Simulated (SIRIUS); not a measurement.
# Os (P-1) in SIRIUS: notebook

One crystal, Os, is run at these levels: PBE; tasks: single point.

Everything below comes from runs of SIRIUS 7.12.0. Logs are shortened: lines on timing, memory, paths and dates and some standing lists are left out, and cuts for length are marked. The log counts tension as positive stress, the text compression.

### Step 1. The cell of the first run

The typed cell holds 2 atoms: a = 2.734 Å, b = 2.734 Å, c = 4.320 Å, α = 90.00°, β = 90.00°, γ = 120.00°.

### Step 2. Single point, PBE (atoms moved at random)

sirius.json reads:

```json
{
  "control": {
    "processing_unit": "cpu",
    "std_evp_solver_name": "lapack",
    "gen_evp_solver_name": "lapack",
    "verbosity": 2,
    "print_forces": true,
    "ortho_rf": true,
    "use_second_variation": true,
    "rmt_max": 3.0,
    "num_bands_to_print": 24,
    "save_wf": true
  },
  "parameters": {
    "electronic_structure_method": "full_potential_lapwlo",
    "xc_functionals": ["XC_GGA_X_PBE", "XC_GGA_C_PBE"],
    "core_relativity": "dirac",
    "valence_relativity": "iora",
    "num_fv_states": 41,
    "smearing": "fermi_dirac",
    "smearing_width": 0.0018374661,
    "pw_cutoff": 20,
    "gk_cutoff": 3.85,
    "lmax_apw": 11,
    "lmax_rho": 8,
    "lmax_pot": 8,
    "num_mag_dims": 0,
    "auto_rmt": 0,
    "ngridk": [11, 11, 6],
    "shiftk": [0, 0, 0],
    "num_dft_iter": 80,
    "energy_tol": 1e-07,
    "density_tol": 1e-05,
    "use_symmetry": true
  },
  "settings": {"tol_ne": 1e-10},
  "iterative_solver": {"type": "exact"},
  "mixer": {"type": "anderson", "beta": 0.5, "max_history": 8},
  "unit_cell": {
    "lattice_vectors": [[5.1667001973, 0.0, 0.0], [-2.5833500987, 4.4744936247, 0.0], [0.0, 0.0, 8.1630499405]],
    "atom_types": ["Os"],
    "atom_files": {"Os": "Os.json"},
    "atoms": {"Os": [[0.658966, 0.341077, 0.753074], [0.330403, 0.685846, 0.278733]]}
  }
}
```

Os.json reads:

```json
{
  "name": "osmium",
  "symbol": "Os",
  "number": 76,
  "mass": 190.23,
  "rmin": 1e-06,
  "rmt": 2.39,
  "nrmt": 800,
  "rinf": 13.94,
  "core": "1s2s2p3s3p3d4s4p4d",
  "valence": [
    {"basis": [{"enu": 0.36, "dme": 0, "n": 0, "auto": 0}, {"enu": 0.36, "dme": 1, "n": 0, "auto": 0}]},
    {"l": 0, "n": 1, "basis": [{"enu": 0.46, "dme": 0, "n": 0, "auto": 0}]},
    {"l": 1, "n": 2, "basis": [{"enu": 0.46, "dme": 0, "n": 0, "auto": 0}]},
    {"l": 2, "n": 3, "basis": [{"enu": 0.46, "dme": 0, "n": 0, "auto": 0}]},
    {"l": 3, "n": 4, "basis": [{"enu": 0.46, "dme": 0, "n": 0, "auto": 0}]},
    {"l": 4, "n": 5, "basis": [{"enu": 0.46, "dme": 0, "n": 0, "auto": 0}]}
  ],
  "lo": [
    {"l": 0, "basis": [{"enu": 0.46, "dme": 0, "n": 0, "auto": 0}, {"enu": 0.46, "dme": 1, "n": 0, "auto": 0}]},
    {
      "l": 0,
      "basis": [{"enu": -2.6655, "dme": 0, "n": 5, "auto": 1}, {"enu": -2.6655, "dme": 1, "n": 5, "auto": 1}]
    },
    {
      "l": 0,
      "basis": [{"enu": -2.6655, "dme": 1, "n": 5, "auto": 1}, {"enu": 0.46, "dme": 0, "n": 0, "auto": 0}]
    },
    {"l": 0, "basis": [{"enu": 0.46, "dme": 0, "n": 0, "auto": 0}, {"enu": 3.2611, "dme": 0, "n": 0, "auto": 0}]},
    {"l": 1, "basis": [{"enu": 0.46, "dme": 0, "n": 0, "auto": 0}, {"enu": 0.46, "dme": 1, "n": 0, "auto": 0}]},
    {
      "l": 1,
      "basis": [{"enu": -1.1779, "dme": 0, "n": 5, "auto": 1}, {"enu": -1.1779, "dme": 1, "n": 5, "auto": 1}]
    },
    {
      "l": 1,
      "basis": [{"enu": -1.1779, "dme": 1, "n": 5, "auto": 1}, {"enu": 0.46, "dme": 0, "n": 0, "auto": 0}]
    },
    {"l": 1, "basis": [{"enu": 0.46, "dme": 0, "n": 0, "auto": 0}, {"enu": 3.6812, "dme": 0, "n": 0, "auto": 0}]},
    {"l": 2, "basis": [{"enu": 0.46, "dme": 0, "n": 0, "auto": 0}, {"enu": 0.46, "dme": 1, "n": 0, "auto": 0}]},
    {"l": 2, "basis": [{"enu": 0.46, "dme": 1, "n": 0, "auto": 0}, {"enu": 0.46, "dme": 2, "n": 0, "auto": 0}]},
    {"l": 2, "basis": [{"enu": 0.46, "dme": 0, "n": 0, "auto": 0}, {"enu": 3.191, "dme": 0, "n": 0, "auto": 0}]},
    {"l": 3, "basis": [{"enu": 0.46, "dme": 0, "n": 0, "auto": 0}, {"enu": 0.46, "dme": 1, "n": 0, "auto": 0}]},
    {
      "l": 3,
      "basis": [{"enu": -1.2398, "dme": 0, "n": 4, "auto": 1}, {"enu": -1.2398, "dme": 1, "n": 4, "auto": 1}]
    },
    {
      "l": 3,
      "basis": [{"enu": -1.2398, "dme": 1, "n": 4, "auto": 1}, {"enu": 0.46, "dme": 0, "n": 0, "auto": 0}]
    },
    {"l": 3, "basis": [{"enu": 0.46, "dme": 0, "n": 0, "auto": 0}, {"enu": 4.5216, "dme": 0, "n": 0, "auto": 0}]},
    {"l": 4, "basis": [{"enu": 0.46, "dme": 0, "n": 0, "auto": 0}, {"enu": 0.46, "dme": 1, "n": 0, "auto": 0}]},
    {"l": 4, "basis": [{"enu": 0.46, "dme": 0, "n": 0, "auto": 0}, {"enu": 3.8213, "dme": 0, "n": 0, "auto": 0}]}
  ],
  "free_atom": [... radial grid and density of the free atom, the start of the SCF ...]
}
```

sirius_start.json reads:

```json
{
  "control": {
    "processing_unit": "cpu",
    "std_evp_solver_name": "lapack",
    "gen_evp_solver_name": "lapack",
    "verbosity": 1,
    "print_forces": false,
    "ortho_rf": true,
    "use_second_variation": true,
    "rmt_max": 3.0,
    "num_bands_to_print": 24,
    "save_wf": false
  },
  "parameters": {
    "electronic_structure_method": "full_potential_lapwlo",
    "xc_functionals": ["XC_LDA_X", "XC_LDA_C_PW"],
    "core_relativity": "dirac",
    "valence_relativity": "iora",
    "num_fv_states": 41,
    "smearing": "fermi_dirac",
    "smearing_width": 0.0055123983,
    "pw_cutoff": 20,
    "gk_cutoff": 3.08,
    "lmax_apw": 11,
    "lmax_rho": 8,
    "lmax_pot": 8,
    "num_mag_dims": 0,
    "auto_rmt": 0,
    "ngridk": [4, 4, 2],
    "shiftk": [0, 0, 0],
    "num_dft_iter": 30,
    "energy_tol": 0.01,
    "density_tol": 0.05,
    "use_symmetry": true
  },
  "settings": {"tol_ne": 1e-10},
  "iterative_solver": {"type": "exact"},
  "mixer": {"type": "anderson", "beta": 0.5, "max_history": 8},
  "unit_cell": {
    "lattice_vectors": [[5.1667001973, 0.0, 0.0], [-2.5833500987, 4.4744936247, 0.0], [0.0, 0.0, 8.1630499405]],
    "atom_types": ["Os"],
    "atom_files": {"Os": "Os.json"},
    "atoms": {"Os": [[0.658966, 0.341077, 0.753074], [0.330403, 0.685846, 0.278733]]}
  }
}
```

Potentials or basis: all-electron FP-LAPW, apw+lo standard.

On the command line:

```
$ OMP_NUM_THREADS=1 sirius.scf --input=sirius_start.json --output=start.json
$ OMP_NUM_THREADS=1 sirius.scf --input=sirius.json --output=output.json --task=1
```

Standard output:

```text
[info] SIRIUS version : 7.12.0
[info] number of MPI ranks           : 1
[info] MPI grid                      : 1 1
[info] maximum number of OMP threads : 1
[fft] FFT context for density and potential
[fft] =====================================
[fft]   plane wave cutoff                     : 20
[fft]   grid size                             : 36 36 54   total : 69984
[fft]   grid limits                           : -17 18   -17 18   -26 27
[fft]   number of G-vectors within the cutoff : 25563
[fft]   number of G-shells                    : 1342
[fft] FFT context for coarse grid
[fft] =====================================
[fft]   plane wave cutoff                     : 7.7
[fft]   grid size                             : 15 15 24   total : 5400
[fft]   grid limits                           : -7 7   -7 7   -11 12
[fft]   number of G-vectors within the cutoff : 1461
[fft]   number of G-shells                    : 107
[unit cell] lattice vectors
[unit cell]   a1 :       5.1667001973      0.0000000000      0.0000000000
[unit cell]   a2 :      -2.5833500987      4.4744936247      0.0000000000
[unit cell]   a3 :       0.0000000000      0.0000000000      8.1630499405
[unit cell] reciprocal lattice vectors
[unit cell]   b1 :       1.2160924898      0.7021113264     -0.0000000000
[unit cell]   b2 :       0.0000000000      1.4042226527      0.0000000000
[unit cell]   b3 :       0.0000000000     -0.0000000000      0.7697105069
[unit cell] unit cell volume :       188.71638513 [a.u.^3]
[unit cell] 1/sqrt(omega)    :         0.07279393
[unit cell] MT volume        :       114.37004917 (60.60%)
[unit cell] IT volume        :        74.34633596 (39.40%)
[unit cell] number of atom types : 1
[unit cell] type id : 0 symbol : Os mt_radius :   2.390000 num_atoms : 2
[unit cell] total number of atoms : 2
[unit cell] number of symmetry classes : 1
[unit cell] atom id  type id  class id             position                      vector_field
[unit cell] ------------------------------------------------------------------------------------------
[unit cell]      0        0        0      0.65897   0.34108   0.75307      0.00000   0.00000   0.00000
[unit cell]      1        0        0      0.33040   0.68585   0.27873      0.00000   0.00000   0.00000
[unit cell] atom id         position (Cartesian, a.u.)
[unit cell] ---------------------------------------------
[unit cell]      0       2.523558    1.526147    6.147381
[unit cell]      1      -0.064687    3.068814    2.275311
[unit cell] class id : 0 atom id : 0 1
[unit cell] minimum bond length:     4.856805
[sym] space group number   : 2
[sym] international symbol : P-1
[sym] Hall symbol          : -P 1
[sym] space group transformation matrix :
[sym]   1.0000 -1.0000  0.0000
[sym]   0.0000 -1.0000  0.0000
[sym]   0.0000 -0.0000 -1.0000
[sym] space group origin shift :
[sym]   0.5188  0.5135  0.5159
[... 623 lines left out ...]
[diagonalize] ...
[diagonalize] ik:  359   -2.601576   -2.600800   -1.153474   -1.153457   -1.153381   -1.153329   -1.153277   -1.153243   -1.153116   -1.152995   -1.152970   -1.152932   -1.152803   -1.152751   -1.152713   -1.152666   -1.130940   -1.130050   -1.105143   -1.103006   -1.100716   -1.100045    0.301881    0.306546
[diagonalize] ik:  360   -2.601686   -2.600846   -1.153465   -1.153461   -1.153378   -1.153321   -1.153242   -1.153226   -1.153074   -1.152985   -1.152965   -1.152932   -1.152804   -1.152767   -1.152729   -1.152678   -1.129187   -1.128315   -1.107162   -1.104323   -1.100071   -1.098961    0.312784    0.316916
[diagonalize] ik:  361   -2.601740   -2.600885   -1.153474   -1.153436   -1.153375   -1.153323   -1.153241   -1.153189   -1.153028   -1.152991   -1.152946   -1.152902   -1.152813   -1.152792   -1.152750   -1.152702   -1.127262   -1.125908   -1.110368   -1.105822   -1.099882   -1.097828    0.332278    0.334738
[... 2 lines left out ...]
[generate_core_charge_density] atom class : 0
[generate_core_charge_density]   n,l,k : 1 0 1  energy :       -2710.33755642
[generate_core_charge_density]   n,l,k : 2 0 1  energy :        -471.07748232
[generate_core_charge_density]   n,l,k : 2 1 1  energy :        -450.92222854
[generate_core_charge_density]   n,l,k : 2 1 2  energy :        -394.63890223
[generate_core_charge_density]   n,l,k : 3 0 1  energy :        -109.04600795
[generate_core_charge_density]   n,l,k : 3 1 1  energy :        -100.04557182
[generate_core_charge_density]   n,l,k : 3 1 2  energy :         -87.77052978
[generate_core_charge_density]   n,l,k : 3 2 2  energy :         -72.72497835
[generate_core_charge_density]   n,l,k : 3 2 3  energy :         -70.06640071
[generate_core_charge_density]   n,l,k : 4 0 1  energy :         -22.42049157
[generate_core_charge_density]   n,l,k : 4 1 1  energy :         -18.64536714
[generate_core_charge_density]   n,l,k : 4 1 2  energy :         -15.76212704
[generate_core_charge_density]   n,l,k : 4 2 2  energy :          -9.57572198
[generate_core_charge_density]   n,l,k : 4 2 3  energy :          -9.04168572
[find] Total energy                   :  -34563.94164589 (Ha),  -69127.88329178 (Ry)
[find] iteration : 1, RMS (target) : 4.0462e-01 (1.0000e-05) , energy difference (target) : 1.2885e-04 (1.0000e-07)
[find] Total energy                   :  -34563.94130451 (Ha),  -69127.88260903 (Ry)
[... 20 lines left out ...]
[find] valence_eval_sum               :     -47.97531115
[find] core_eval_sum                  :  -21120.96033154
[find] kinetic energy                 :   39237.61751601
[find] enuc                           :  -43362.37012700
[find] <rho|V^{XC}>                   :    -892.92810289
[find] <rho|E^{XC}>                   :    -682.37691518
[find] <mag|B^{XC}>                   :       0.00000000
[find] <rho|V^{H}>                    :  -59513.62505581
[find] smearing (-TS)                 :      -0.00056858
[find] SCF correction                 :       0.00023561
[find] Total energy                   :  -34563.94181846 (Ha),  -69127.88363693 (Ry)
[find] Free energy (E-TS)             :  -34563.94238705 (Ha),  -69127.88477409 (Ry)
[find] band gap (eV)                  :       0.00000000
[find] Efermi                         :       0.59816326
[find] iteration : 7, RMS (target) : 5.1284e-06 (1.0000e-05) , energy difference (target) : -3.8744e-08 (1.0000e-07)
[find] converged after 8 SCF iterations!
[find] Charges and magnetic moments
[find] --------------------------------------------------------------------------------
[find] atom      charge    core leakage
[find] --------------------------------------------------------------------------------
[find]    0   74.035617    7.123178e-07
[find]    1   74.035617    7.123178e-07
[find] total core leakage    : 1.42463566e-06
[find] interstitial charge   : 3.928759
[find] total charge          : 151.999992
[find] Energy
[find] --------------------------------------------------------------------------------
[find] valence_eval_sum               :     -47.97531115
[find] core_eval_sum                  :  -21120.96033154
[find] kinetic energy                 :   39237.61751601
[find] enuc                           :  -43362.37012700
[find] <rho|V^{XC}>                   :    -892.92810289
[find] <rho|E^{XC}>                   :    -682.37691518
[find] <mag|B^{XC}>                   :       0.00000000
[find] <rho|V^{H}>                    :  -59513.62505581
[find] smearing (-TS)                 :      -0.00056858
[find] SCF correction                 :       0.00023561
[find] Total energy                   :  -34563.94181846 (Ha),  -69127.88363693 (Ry)
[find] Free energy (E-TS)             :  -34563.94238705 (Ha),  -69127.88477409 (Ry)
[find] band gap (eV)                  :       0.00000000
[find] Efermi                         :       0.59816326
[ground_state]
[ground_state] ==== total Forces in Ha/bohr =====
[ground_state] atom:    0, force:      -0.0004362      0.0044923      0.0400764
[ground_state] atom:    1, force:       0.0004362     -0.0044923     -0.0400764
[ground_state] ==== contribution from density =====
[ground_state] atom:    0, force:       0.0051064     -0.0495800     -0.3829495
[ground_state] atom:    1, force:      -0.0051064      0.0495800      0.3829495
[ground_state] ==== contribution from Hartree potential =====
[ground_state] atom:    0, force:      -0.0053742      0.0527198      0.4551739
[ground_state] atom:    1, force:       0.0053742     -0.0527198     -0.4551739
[ground_state] ==== contribution from IBS =====
[ground_state] atom:    0, force:      -0.0001684      0.0013525     -0.0321480
[ground_state] atom:    1, force:       0.0001684     -0.0013525      0.0321480
```

Wall time 5.3 min (1 thread of Arm Neoverse V2, shared host); peak memory 1.5 GiB.

Results:

| Property | Result |
| --- | --- |
| Free energy | -940532.7865 eV |
| Largest force | 2.074 eV/Å |
| Band gap on the k mesh | none (metal or under the smearing width) |
| All electrons inside the program's atomic spheres | Os 74.04 (radii Os 2.39 bohr) |

Forces on the atoms (eV/Å):
```
Os  -0.022  0.231  2.061
Os   0.022 -0.231 -2.061
```

Levels at points of the mesh, in eV from the Fermi level:
```tsv
k point	band 26	band 27	band 28	band 29	band 30	band 31	band 32	band 33	band 34	band 35
(0.00, 0.00, 0.00)	-3.11	-2.82	-2.45	-2.41	-1.46	-1.31	0.12	1.63	1.87	8.78
(0.00, 0.00, 0.50)	-3.35	-3.32	-3.32	-3.28	-2.99	0.60	0.72	1.21	1.25	12.41
```

The run has no spin-orbit coupling, so splittings on Os are missing.

### Step 3. Single point, PBE (atoms moved at random)

Changes to sirius.json since step 2:

```diff
@@ -21,4 +21,4 @@
     "smearing_width": 0.0018374661,
-    "pw_cutoff": 20,
-    "gk_cutoff": 3.85,
+    "pw_cutoff": 21,
+    "gk_cutoff": 4.0,
     "lmax_apw": 11,
@@ -42,3 +42,3 @@
     "atom_files": {"Os": "Os.json"},
-    "atoms": {"Os": [[0.658966, 0.341077, 0.753074], [0.330403, 0.685846, 0.278733]]}
+    "atoms": {"Os": [[0.688304, 0.32496, 0.764326], [0.333854, 0.682199, 0.215153]]}
   }
```

Os.json reads:

```json
{
  "name": "osmium",
  "symbol": "Os",
  "number": 76,
  "mass": 190.23,
  "rmin": 1e-06,
  "rmt": 2.3,
  "nrmt": 800,
  "rinf": 13.94,
  "core": "1s2s2p3s3p3d4s4p4d",
  "valence": [
    {"basis": [{"enu": 0.4, "dme": 0, "n": 0, "auto": 0}, {"enu": 0.4, "dme": 1, "n": 0, "auto": 0}]},
    {"l": 0, "n": 1, "basis": [{"enu": 0.5, "dme": 0, "n": 0, "auto": 0}]},
    {"l": 1, "n": 2, "basis": [{"enu": 0.5, "dme": 0, "n": 0, "auto": 0}]},
    {"l": 2, "n": 3, "basis": [{"enu": 0.5, "dme": 0, "n": 0, "auto": 0}]},
    {"l": 3, "n": 4, "basis": [{"enu": 0.5, "dme": 0, "n": 0, "auto": 0}]},
    {"l": 4, "n": 5, "basis": [{"enu": 0.5, "dme": 0, "n": 0, "auto": 0}]}
  ],
  "lo": [
    {"l": 0, "basis": [{"enu": 0.5, "dme": 0, "n": 0, "auto": 0}, {"enu": 0.5, "dme": 1, "n": 0, "auto": 0}]},
    {
      "l": 0,
      "basis": [{"enu": -2.6255, "dme": 0, "n": 5, "auto": 1}, {"enu": -2.6255, "dme": 1, "n": 5, "auto": 1}]
    },
    {"l": 0, "basis": [{"enu": -2.6255, "dme": 1, "n": 5, "auto": 1}, {"enu": 0.5, "dme": 0, "n": 0, "auto": 0}]},
    {"l": 0, "basis": [{"enu": 0.5, "dme": 0, "n": 0, "auto": 0}, {"enu": 3.5246, "dme": 0, "n": 0, "auto": 0}]},
    {"l": 1, "basis": [{"enu": 0.5, "dme": 0, "n": 0, "auto": 0}, {"enu": 0.5, "dme": 1, "n": 0, "auto": 0}]},
    {
      "l": 1,
      "basis": [{"enu": -1.1379, "dme": 0, "n": 5, "auto": 1}, {"enu": -1.1379, "dme": 1, "n": 5, "auto": 1}]
    },
    {"l": 1, "basis": [{"enu": -1.1379, "dme": 1, "n": 5, "auto": 1}, {"enu": 0.5, "dme": 0, "n": 0, "auto": 0}]},
    {"l": 1, "basis": [{"enu": 0.5, "dme": 0, "n": 0, "auto": 0}, {"enu": 3.9783, "dme": 0, "n": 0, "auto": 0}]},
    {"l": 2, "basis": [{"enu": 0.5, "dme": 0, "n": 0, "auto": 0}, {"enu": 0.5, "dme": 1, "n": 0, "auto": 0}]},
    {"l": 2, "basis": [{"enu": 0.5, "dme": 1, "n": 0, "auto": 0}, {"enu": 0.5, "dme": 2, "n": 0, "auto": 0}]},
    {"l": 2, "basis": [{"enu": 0.5, "dme": 0, "n": 0, "auto": 0}, {"enu": 3.449, "dme": 0, "n": 0, "auto": 0}]},
    {"l": 3, "basis": [{"enu": 0.5, "dme": 0, "n": 0, "auto": 0}, {"enu": 0.5, "dme": 1, "n": 0, "auto": 0}]},
    {
      "l": 3,
      "basis": [{"enu": -1.1998, "dme": 0, "n": 4, "auto": 1}, {"enu": -1.1998, "dme": 1, "n": 4, "auto": 1}]
    },
    {"l": 3, "basis": [{"enu": -1.1998, "dme": 1, "n": 4, "auto": 1}, {"enu": 0.5, "dme": 0, "n": 0, "auto": 0}]},
    {"l": 3, "basis": [{"enu": 0.5, "dme": 0, "n": 0, "auto": 0}, {"enu": 4.8856, "dme": 0, "n": 0, "auto": 0}]},
    {"l": 4, "basis": [{"enu": 0.5, "dme": 0, "n": 0, "auto": 0}, {"enu": 0.5, "dme": 1, "n": 0, "auto": 0}]},
    {"l": 4, "basis": [{"enu": 0.5, "dme": 0, "n": 0, "auto": 0}, {"enu": 4.1295, "dme": 0, "n": 0, "auto": 0}]}
  ],
  "free_atom": [... radial grid and density of the free atom, the start of the SCF ...]
}
```

Changes to sirius_start.json since step 2:

```diff
@@ -21,4 +21,4 @@
     "smearing_width": 0.0055123983,
-    "pw_cutoff": 20,
-    "gk_cutoff": 3.08,
+    "pw_cutoff": 21,
+    "gk_cutoff": 3.2,
     "lmax_apw": 11,
@@ -42,3 +42,3 @@
     "atom_files": {"Os": "Os.json"},
-    "atoms": {"Os": [[0.658966, 0.341077, 0.753074], [0.330403, 0.685846, 0.278733]]}
+    "atoms": {"Os": [[0.688304, 0.32496, 0.764326], [0.333854, 0.682199, 0.215153]]}
   }
```

Potentials or basis: all-electron FP-LAPW, apw+lo standard.

On the command line:

```
$ OMP_NUM_THREADS=1 sirius.scf --input=sirius_start.json --output=start.json
$ OMP_NUM_THREADS=1 sirius.scf --input=sirius.json --output=output.json --task=1
```

It took 6.1 min on 1 thread of Arm Neoverse V2, shared host; peak memory 1.6 GiB.

Results (log left out):

```yaml
Free_energy: -940532.4078 eV
Largest_force: 4.465 eV/Å
Band_gap_on_the_k_mesh: none (metal or under the smearing width)
All_electrons_inside_the_program's_atomic_spheres: Os 73.67 (radii Os 2.3 bohr)
```

Forces in eV/Å, atoms in the order of the input:
```
Os  -0.875  0.545 -4.344
Os   0.875 -0.545  4.344
```

Levels at points of the mesh, in eV from the Fermi level:
```csv
k point,band 27,band 28,band 29,band 30,band 31,band 32,band 33,band 34
"(0.00, 0.00, 0.00)",-3.30,-2.99,-2.59,-1.44,-0.91,0.30,1.29,2.27
"(0.00, 0.00, 0.50)",-3.65,-3.57,-3.49,-2.47,0.10,0.65,1.42,1.44
```

The run has no spin-orbit coupling, so splittings on Os are missing.
